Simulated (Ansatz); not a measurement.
## P: start and end of a relaxation

The cell of P is invented: 3-connected net of one element (I4_1/amd, No. 141). The dimensions are guesses.

POSCAR.start

```
P
1.0
    -4.35804    4.35804    2.90310
     4.35804   -4.35804    2.90310
     4.35804    4.35804   -2.90310
P
8
Direct
  0.83327 0.00000 0.83327
  0.16673 0.00000 0.16673
  0.75000 0.41673 0.66673
  0.75000 0.08327 0.33327
  0.58327 0.25000 0.33327
  0.91673 0.25000 0.66673
  0.00000 0.83327 0.83327
  0.00000 0.16673 0.16673
```

All numbers below come from DFT PBE, scalar-relativistic, plane waves, PAW in Ansatz 0.2.0. Cutoff 420 eV, Gaussian smearing, Γ-centred meshes. Cell and atoms relax first on a coarse mesh and then on a converged one. In between, the cell is made exact in the group found at 0.06 Å. The steps can't lower the symmetry of their start. No spin polarisation.

POSCAR.end

```
P
1.0
    -3.82434    3.82434    3.73551
     3.82434   -3.82434    3.73551
     3.82434    3.82434   -3.73551
P
8
Cartesian
  3.8243 2.2364 3.5951
  3.8243 -2.2364 3.5951
  1.5879 3.8243 1.7273
  -1.5879 3.8243 1.7273
  0.0000 2.2364 2.0082
  0.0000 5.4123 2.0082
  6.0607 0.0000 0.1404
  1.5879 0.0000 0.1404
```

The symmetry stays I4_1/amd (No. 141). The volume per atom shrinks by 0.9 %, from 27.6 to 27.3 Å³. The shortest distance goes from 2.05 Å (P–P) to 2.24 Å (P–P). The ratio c/a of the conventional cell changes by a factor of 1.47. The energy falls by about 0.80 eV/atom (the start's value is from the coarse mesh).

```yaml
Volume_per_atom: 27.32 Å³
Density: 1.88 g/cm³
Energy_over_the_standard_state: +0.051 eV/atom
Gap_on_the_6×6×6_mesh_of_the_8-atom_cell: 1.85 eV
```

Energies count from the standard state of P at the same level. The references include black phosphorus. It lies above the standard state, so it could only be metastable.

The last run used Gaussian smearing of 0.02 eV. The reference form of P is held partly by dispersion forces, which this level lacks. A later test with randomly moved atoms led to a structure 18 meV/atom lower, so this end is a saddle point or a shallow minimum. In all, the 3 runs took 3.5 min on 1 thread of Arm Neoverse V1 (shared host).
